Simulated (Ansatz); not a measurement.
# Two-dimensional strain map in AlN

These are results of DFT PBE, scalar-relativistic, plane waves, PAW (Ansatz), not measurements. The runs took a 420 eV cutoff, a Γ-centred 10×10×10 mesh and Gaussian smearing (0.05 eV). No spin polarisation. Energies are free energies at this smearing, counted from the undisturbed cell; pressure is positive in compression.

Reference structure (relaxed at this level; this zinc-blende form isn't the usual structure):

```yaml
crystal:
  lattice:
    - [0.00000, 2.20159, 2.20159]
    - [2.20159, 0.00000, 2.20159]
    - [2.20159, 2.20159, 0.00000]
  atoms:
    - { symbol: Al, position: [0.00000, 0.00000, 0.00000] }
    - { symbol: N, position: [0.75000, 0.75000, 0.75000] }
```

The cell is strained by p along both x and y and by q along z, fractional coordinates fixed. Points are written (p, q).

Energy above the undisturbed cell in meV/atom (a dash: not computed):

| p \ q | -0.030 | -0.015 | 0.000 | 0.015 | 0.030 |
| --- | --- | --- | --- | --- | --- |
| -0.030 | 56.8 | 39.6 | 27.4 | 20.2 | 17.9 |
| -0.015 | 25.2 | 13.6 | 6.7 | 4.3 | 6.5 |
| 0.000 | 8.5 | 2.1 | 0.0 | 2.1 | 8.4 |
| 0.015 | 5.5 | 4.0 | 6.3 | 12.4 | 22.5 |
| 0.030 | 15.1 | 17.9 | 24.3 | 34.2 | 47.7 |

Pressure in GPa:

| p \ q | -0.030 | -0.015 | 0.000 | 0.015 | 0.030 |
| --- | --- | --- | --- | --- | --- |
| -0.030 | 21.0 | 17.0 | 13.1 | 9.5 | 6.1 |
| -0.015 | 13.1 | 9.5 | 6.2 | 3.0 | 0.0 |
| 0.000 | 6.1 | 3.0 | 0.0 | -2.8 | -5.4 |
| 0.015 | 0.0 | -2.8 | -5.4 | -7.9 | -10.2 |
| 0.030 | -5.5 | -7.9 | -10.2 | -12.3 | -14.3 |

Gap on the k-mesh in eV:

| p \ q | -0.030 | -0.015 | 0.000 | 0.015 | 0.030 |
| --- | --- | --- | --- | --- | --- |
| -0.030 | 3.36 | 3.30 | 3.25 | 3.19 | 3.13 |
| -0.015 | 3.26 | 3.34 | 3.29 | 3.23 | 3.18 |
| 0.000 | 3.16 | 3.24 | 3.31 | 3.26 | 3.21 |
| 0.015 | 3.08 | 3.15 | 3.21 | 3.28 | 3.24 |
| 0.030 | 3.01 | 3.07 | 3.13 | 3.19 | 3.23 |